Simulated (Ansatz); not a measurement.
GaP:

```
Ga P
1.0
     0.00000    2.72525    2.72525
     2.72525    0.00000    2.72525
     2.72525    2.72525    0.00000
Ga P
1 1
Direct
  0.00000 0.00000 0.00000
  0.75000 0.75000 0.75000
```

Program: Ansatz 0.2.0. Alike in all runs: no spin polarisation; cell as given; k mesh 8 × 8 × 8; smearing fermi-dirac 0.05 eV. Hardware: 2 threads of Arm Neoverse V2, with other jobs on the host.

**Question.** Order these runs on this cell by their wall time, lowest first.
A. task band structure; level LDA; potentials or basis PseudoDojo standard (LDA files); cutoff (eV) 1088; points for each segment of the path 14
B. task single point; level PBE; potentials or basis Ansatz PAW; cutoff (eV) 500
C. task band structure; level RPBE; potentials or basis Ansatz PAW; cutoff (eV) 420; points for each segment of the path 14

**Answer.** B (0.96 s), C (2.5 s), A (7.4 s).

Caveats: the k mesh misses the band edges, so the gap on the mesh is wider than the one along the path (some runs).
